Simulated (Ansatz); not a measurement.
# In-113 nuclear quadrupole resonance in InSb

Cell: a structure deposited in the COD whose atoms were relaxed with PBE, the cell held.

```yaml
crystal:
  lattice:
    - [5.35700, 0.00000, 0.00000]
    - [0.00000, 5.71200, 0.00000]
    - [0.00000, 0.00000, 3.06300]
  atoms:
    - { symbol: In, position: [0.00000, 0.00000, 0.17224] }
    - { symbol: In, position: [0.50000, 0.50000, 0.82776] }
    - { symbol: Sb, position: [0.50000, 0.00000, 0.71496] }
    - { symbol: Sb, position: [0.00000, 0.50000, 0.28504] }
```

Sites (sets of like atoms) are named by element and the number of their first atom in this list.

Computed with Ansatz: DFT, PBE, plane waves and PAW, with spin–orbit coupling, 420 eV cutoff, Γ-centred 9×8×15 k-points, Fermi–Dirac smearing 0.05 eV.

In-113: I = 9/2, Q = 761.0 mb (year-2017 value). Static lattice, zero field.

Question: The simulated lines lie at 7.87, 7.93, 12.4, 15.8, 16.8 MHz. What are |C_Q|, η and |V_zz| at In?

Answer: For I = 9/2 and η = 0 the lines are |C_Q|/24 times 1, 2, 3 and 4; η shifts the lowest up most. At large η the states mix, and weaker lines appear at sums of the main ones; lines under 5 % of the strongest are left out. Here |C_Q| = 102 MHz, η = 0.39 and |V_zz| = 5.55 × 10²¹ V/m². The calculation gives V_zz negative; the lines don't show the sign. The site has 6 Sb at 2.88–3.15 Å, 2 In at 3.06 Å.

At this cell the PBE pressure is 14 GPa, so with PBE the cell would grow if it were relaxed. The entry's cell may itself be off. With no gap above 0.1 eV, as in a metal, the gradients converge slowly in k; expect changes of a tenth or more on a denser mesh.

The run took 5 min of wall time (5 min of CPU time) and 1.9 GiB at its peak, on 1 thread of Intel Xeon Platinum 8259CL CPU @ 2.50GHz (Skylake/Cascade Lake) (x86_64; 16 cores open to the job, memory cap 3.0 GiB, no GPU), a shared host with a load of 0.4 a core.
